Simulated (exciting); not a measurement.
# MgO (Fm-3m) in exciting: equation of state

Aim: energy against volume of MgO in PBE, for its equilibrium volume and stiffness.

Everything below comes from runs of exciting (release sodium). Logs are shortened: lines on timing, memory, paths and dates and some standing lists are left out, and cuts for length are marked.

## 1. The structure

Symmetry: Fm-3m, No. 225, cubic system. The conventional cell has a = 4.194 Å, b = 4.194 Å, c = 4.194 Å, α = 90.00°, β = 90.00°, γ = 90.00°. Mg (site symmetry m-3m) is surrounded by 6 O at 2.10 Å. O (site symmetry m-3m) has 6 Mg at 2.10 Å as nearest neighbours.

The cell is a database's computed one.

## 2. Equation of state, PBE, 8.67 Å³/atom (volume scaled by 0.94)

Input file input.xml:

```xml
<input>
  <title>MgO</title>
  <structure speciespath="./" tshift="false">
    <crystal scale="1">
      <basevect>0.000000000000 3.881862997642 3.881862997642</basevect>
      <basevect>3.881862997642 0.000000000000 3.881862997642</basevect>
      <basevect>3.881862997642 3.881862997642 0.000000000000</basevect>
    </crystal>
    <species speciesfile="Mg.xml" rmt="2">
      <atom coord="0.000000000000 0.000000000000 0.000000000000"/>
    </species>
    <species speciesfile="O.xml" rmt="1.45">
      <atom coord="0.500000000000 0.500000000000 0.500000000000"/>
    </species>
  </structure>
  <groundstate do="fromscratch" ngridk="11 11 11" rgkmax="7.5" gmaxvr="14" lmaxapw="10" lmaxmat="10" lmaxvr="8" xctype="GGA_PBE" stype="Fermi Dirac" swidth="0.00183747" nempty="10" ValenceRelativity="iora*" epsengy="1e-05" epspot="1e-05" maxscl="60" outputlevel="normal"/>
</input>
```

Potentials or basis: all-electron LAPW+lo, shipped species files, valence relativity iora*.

Started as:

```sh
OMP_NUM_THREADS=1 exciting_smp
```

INFO.OUT:

```text
================================================================================
EXCITING SODIUM started
[... 10 lines left out ...]

 Lattice vectors (cartesian) :
      0.0000000000      3.8818629976      3.8818629976
      3.8818629976      0.0000000000      3.8818629976
      3.8818629976      3.8818629976      0.0000000000

 Reciprocal lattice vectors (cartesian) :
     -0.8093002395      0.8093002395      0.8093002395
      0.8093002395     -0.8093002395      0.8093002395
      0.8093002395      0.8093002395     -0.8093002395

 Unit cell volume                           :     116.9905026824
 Brillouin zone volume                      :       2.1202594036

 Species :    1 (Mg)
     parameters loaded from                 :    Mg.xml
     name                                   :    magnesium
     nuclear charge                         :     -12.00000000
     electronic charge                      :      12.00000000
     atomic mass                            :   44305.30463000
     muffin-tin radius                      :       2.00000000
     # of radial points in muffin-tin       :     300

     atomic positions (lattice) :
       1 :   0.00000000  0.00000000  0.00000000

 Species :    2 (O)
     parameters loaded from                 :    O.xml
     name                                   :    oxygen
     nuclear charge                         :      -8.00000000
     electronic charge                      :       8.00000000
     atomic mass                            :   29165.12203000
     muffin-tin radius                      :       1.45000000
     # of radial points in muffin-tin       :     250

     atomic positions (lattice) :
       1 :   0.50000000  0.50000000  0.50000000

 Total number of atoms per unit cell        :       2

 Spin treatment                             :    spin-unpolarised

 Number of Bravais lattice symmetries       :      48
 Number of crystal symmetries               :      48

 k-point grid                               :      11   11   11
 Total number of k-points                   :      56
 k-point set is reduced with crystal symmetries

 R^MT_min * |G+k|_max (rgkmax)              :       7.50000000
 Species with R^MT_min                      :       2 (O)
 Maximum |G+k| for APW functions            :       5.17241379
 Maximum |G| for potential and density      :      14.00000000

 G-vector grid sizes                        :      25    25    25
 Total number of G-vectors                  :    5521

 Maximum angular momentum used for
     APW functions                          :      10
     computing H and O matrix elements      :      10
     potential and density                  :       8
     inner part of muffin-tin               :       2

 Total nuclear charge                       :     -20.00000000
 Total electronic charge                    :      20.00000000
 Total core charge                          :       4.00000000
 Total valence charge                       :      16.00000000

 Number of empty states                     :      10
 Total number of valence states             :      19

 Maximum Hamiltonian size                   :     302
 Maximum number of plane-waves              :     290
 Total number of local-orbitals             :      12

 Exchange-correlation type                  :      20
     Perdew-Burke-Ernzerhof, Phys. Rev. Lett. 77, 3865 (1996)
     Generalised gradient approximation (GGA)

 Smearing scheme                            :    Fermi-Dirac
 Smearing width                             :       0.00183747

 Using multisecant Broyden potential mixing
[... 16 lines left out ...]
+ SCF iteration number :    1                                                  +
++++++++++++++++++++++++++++++++++++++++++++++++++++++++++++++++++++++++++++++++
 Total energy                               :      -278.05824455
 _______________________________________________________________
 Fermi energy                               :         0.21881062
 Kinetic energy                             :       275.52584525
 Coulomb energy                             :      -528.11155707
 Exchange energy                            :       -24.74224556
 Correlation energy                         :        -0.73028717

 DOS at Fermi energy (states/Ha/cell)       :         0.00000000

 Electron charges :
     core                                   :         4.00000000
     core leakage                           :         0.00000068
     valence                                :        16.00000000
     interstitial                           :         2.40843436
     charge in muffin-tin spheres :
                  atom     1    Mg          :        10.33778151
                  atom     2     O          :         7.25378413
     total charge in muffin-tins            :        17.59156564
     total charge                           :        20.00000000
[... 626 lines left out ...]
 Electron charges :
     core                                   :         4.00000000
     core leakage                           :         0.00000070
     valence                                :        16.00000000
     interstitial                           :         2.75700143
     charge in muffin-tin spheres :
                  atom     1    Mg          :        10.46586670
                  atom     2     O          :         6.77713187
     total charge in muffin-tins            :        17.24299857
     total charge                           :        20.00000000

 Estimated fundamental gap                  :         0.20250367
        valence-band maximum at    1      0.0000  0.0000  0.0000
     conduction-band minimum at    1      0.0000  0.0000  0.0000

 RMS change in effective potential (target) :  0.567494E-06  ( 0.100000E-04)
 Absolute change in total energy   (target) :  0.255792E-05  ( 0.100000E-04)
 Charge distance                   (target) :  0.397738E-07  ( 0.100000E-04)

++++++++++++++++++++++++++++++++++++++++++++++++++++++++++++++++++++++++++++++++
| Convergency criteria checked for the last 2 iterations                       +
| Convergence targets achieved. Performing final SCF iteration                 +
++++++++++++++++++++++++++++++++++++++++++++++++++++++++++++++++++++++++++++++++
 Total energy                               :      -275.71288042
 _______________________________________________________________
 Fermi energy                               :         0.30097057
 Kinetic energy                             :       275.97851865
 Coulomb energy                             :      -526.51508661
 Exchange energy                            :       -24.43968987
 Correlation energy                         :        -0.73662260

 DOS at Fermi energy (states/Ha/cell)       :         0.00000000

 Electron charges :
     core                                   :         4.00000000
     core leakage                           :         0.00000070
     valence                                :        16.00000000
     interstitial                           :         2.75700134
     charge in muffin-tin spheres :
                  atom     1    Mg          :        10.46586667
                  atom     2     O          :         6.77713199
     total charge in muffin-tins            :        17.24299866
     total charge                           :        20.00000000

 Estimated fundamental gap                  :         0.20250368
        valence-band maximum at    1      0.0000  0.0000  0.0000
     conduction-band minimum at    1      0.0000  0.0000  0.0000

++++++++++++++++++++++++++++++++++++++++++++++++++++++++++++++++++++++++++++++++
[... 7 lines left out ...]

--------------------------------------------------------------------------------
- CAUTION! Warnings have been written in file WARNING.OUT !                    -
--------------------------------------------------------------------------------
================================================================================
| EXCITING SODIUM stopped                                                      =
================================================================================
```

WARNINGS.OUT:

```text
Inversion symmetry is present. Consider using input%groundstate%solver%type = "inversionsymmetry"
```

Run time: 1.9 min. Hardware: 1 thread of Arm Neoverse V2, shared host; peak memory 0.12 GiB.

What came out:

| Quantity | Value |
| --- | --- |
| Free energy | -7502.5297 eV |
| Band gap on the k mesh | 5.51 eV, direct |
| All electrons inside the program's atomic spheres | Mg 10.47; O 6.78 (radii Mg 2.0, O 1.45 bohr) |

## 3. Equation of state, PBE, 8.85 Å³/atom (volume scaled by 0.96)

input.xml, as its differences from that of step 2:

```diff
@@ -4,5 +4,5 @@
     <crystal scale="1">
-      <basevect>0.000000000000 3.881862997642 3.881862997642</basevect>
-      <basevect>3.881862997642 0.000000000000 3.881862997642</basevect>
-      <basevect>3.881862997642 3.881862997642 0.000000000000</basevect>
+      <basevect>0.000000000000 3.909200961753 3.909200961753</basevect>
+      <basevect>3.909200961753 0.000000000000 3.909200961753</basevect>
+      <basevect>3.909200961753 3.909200961753 0.000000000000</basevect>
     </crystal>
```

Potentials or basis: all-electron LAPW+lo, shipped species files, valence relativity iora*.

Started as:

```sh
OMP_NUM_THREADS=1 exciting_smp
```

Run time: 2 min. Hardware: 1 thread of Arm Neoverse V2, shared host; peak memory 0.12 GiB.

Results (log left out):

```yaml
Free_energy: -7502.5695 eV
Band_gap_on_the_k_mesh: 5.29 eV, direct
All_electrons_inside_the_program's_atomic_spheres: Mg 10.45; O 6.77 (radii Mg 2.0, O 1.45 bohr)
```

## 4. Equation of state, PBE, 9.04 Å³/atom (volume scaled by 0.98)

input.xml, as its differences from that of step 3:

```diff
@@ -4,5 +4,5 @@
     <crystal scale="1">
-      <basevect>0.000000000000 3.909200961753 3.909200961753</basevect>
-      <basevect>3.909200961753 0.000000000000 3.909200961753</basevect>
-      <basevect>3.909200961753 3.909200961753 0.000000000000</basevect>
+      <basevect>0.000000000000 3.936161820434 3.936161820434</basevect>
+      <basevect>3.936161820434 0.000000000000 3.936161820434</basevect>
+      <basevect>3.936161820434 3.936161820434 0.000000000000</basevect>
     </crystal>
```

Started as:

```sh
OMP_NUM_THREADS=1 exciting_smp
```

Wall time 2 min (1 thread of Arm Neoverse V2, shared host); peak memory 0.12 GiB.

The run converged. Its results:

- Free energy: -7502.5995 eV
- Band gap on the k mesh: 5.08 eV, direct
- All electrons inside the program's atomic spheres: Mg 10.43; O 6.75 (radii Mg 2.0, O 1.45 bohr)

## 5. Equation of state, PBE, 9.22 Å³/atom

input.xml, as its differences from that of step 4:

```diff
@@ -4,5 +4,5 @@
     <crystal scale="1">
-      <basevect>0.000000000000 3.936161820434 3.936161820434</basevect>
-      <basevect>3.936161820434 0.000000000000 3.936161820434</basevect>
-      <basevect>3.936161820434 3.936161820434 0.000000000000</basevect>
+      <basevect>0.000000000000 3.962758315162 3.962758315162</basevect>
+      <basevect>3.962758315162 0.000000000000 3.962758315162</basevect>
+      <basevect>3.962758315162 3.962758315162 0.000000000000</basevect>
     </crystal>
```

Started as:

```sh
OMP_NUM_THREADS=1 exciting_smp
```

Run time: 2.3 min. Hardware: 1 thread of Arm Neoverse V2, shared host; peak memory 0.12 GiB.

Results (log left out):

| Quantity | Value |
| --- | --- |
| Free energy | -7502.6200 eV |
| Band gap on the k mesh | 4.87 eV, direct |
| All electrons inside the program's atomic spheres | Mg 10.41; O 6.74 (radii Mg 2.0, O 1.45 bohr) |

## 6. Equation of state, PBE, 9.41 Å³/atom (volume scaled by 1.02)

input.xml, as its differences from that of step 5:

```diff
@@ -4,5 +4,5 @@
     <crystal scale="1">
-      <basevect>0.000000000000 3.962758315162 3.962758315162</basevect>
-      <basevect>3.962758315162 0.000000000000 3.962758315162</basevect>
-      <basevect>3.962758315162 3.962758315162 0.000000000000</basevect>
+      <basevect>0.000000000000 3.989002512595 3.989002512595</basevect>
+      <basevect>3.989002512595 0.000000000000 3.989002512595</basevect>
+      <basevect>3.989002512595 3.989002512595 0.000000000000</basevect>
     </crystal>
```

Potentials or basis: all-electron LAPW+lo, shipped species files, valence relativity iora*.

Started as:

```sh
OMP_NUM_THREADS=1 exciting_smp
```

Run time: 2.3 min. Hardware: 1 thread of Arm Neoverse V2, shared host; peak memory 0.12 GiB.

The run converged. Its results:

| Quantity | Value |
| --- | --- |
| Free energy | -7502.6328 eV |
| Band gap on the k mesh | 4.68 eV, direct |
| All electrons inside the program's atomic spheres | Mg 10.40; O 6.73 (radii Mg 2.0, O 1.45 bohr) |

## 7. Equation of state, PBE, 9.59 Å³/atom (volume scaled by 1.04)

input.xml, as its differences from that of step 6:

```diff
@@ -4,5 +4,5 @@
     <crystal scale="1">
-      <basevect>0.000000000000 3.989002512595 3.989002512595</basevect>
-      <basevect>3.989002512595 0.000000000000 3.989002512595</basevect>
-      <basevect>3.989002512595 3.989002512595 0.000000000000</basevect>
+      <basevect>0.000000000000 4.014905852001 4.014905852001</basevect>
+      <basevect>4.014905852001 0.000000000000 4.014905852001</basevect>
+      <basevect>4.014905852001 4.014905852001 0.000000000000</basevect>
     </crystal>
```

Started as:

```sh
OMP_NUM_THREADS=1 exciting_smp
```

Wall time 2.1 min (1 thread of Arm Neoverse V2, shared host); peak memory 0.12 GiB.

The run converged. Its results:

- Free energy: -7502.6381 eV
- Band gap on the k mesh: 4.50 eV, direct
- All electrons inside the program's atomic spheres: Mg 10.38; O 6.73 (radii Mg 2.0, O 1.45 bohr)

## 8. Equation of state, PBE, 9.77 Å³/atom (volume scaled by 1.06)

input.xml, as its differences from that of step 7:

```diff
@@ -4,5 +4,5 @@
     <crystal scale="1">
-      <basevect>0.000000000000 4.014905852001 4.014905852001</basevect>
-      <basevect>4.014905852001 0.000000000000 4.014905852001</basevect>
-      <basevect>4.014905852001 4.014905852001 0.000000000000</basevect>
+      <basevect>0.000000000000 4.040479190235 4.040479190235</basevect>
+      <basevect>4.040479190235 0.000000000000 4.040479190235</basevect>
+      <basevect>4.040479190235 4.040479190235 0.000000000000</basevect>
     </crystal>
```

Started as:

```sh
OMP_NUM_THREADS=1 exciting_smp
```

Wall time 2.8 min (1 thread of Arm Neoverse V2, shared host); peak memory 0.12 GiB.

It converged, with:

```
Free energy                                       : -7502.6365 eV
Band gap on the k mesh                            : 4.32 eV, direct
All electrons inside the program's atomic spheres : Mg 10.37; O 6.72 (radii Mg 2.0, O 1.45 bohr)
```

## 9. Equation of state, PBE

Potentials or basis: all-electron LAPW+lo, shipped species files, valence relativity iora*.

This step only gathers the single runs of the series.

What came out:

```
Equilibrium volume                      : 9.64 Å³/atom
Bulk modulus                            : 148 GPa
Pressure derivative of the bulk modulus : 4.2
```

Energy against volume, from the lowest point:
| volume (Å³/atom) | energy (meV/atom) |
| --- | --- |
| 8.668 | 54.20 |
| 8.853 | 34.30 |
| 9.037 | 19.29 |
| 9.221 | 9.02 |
| 9.406 | 2.66 |
| 9.590 | 0.00 |
| 9.775 | 0.79 |
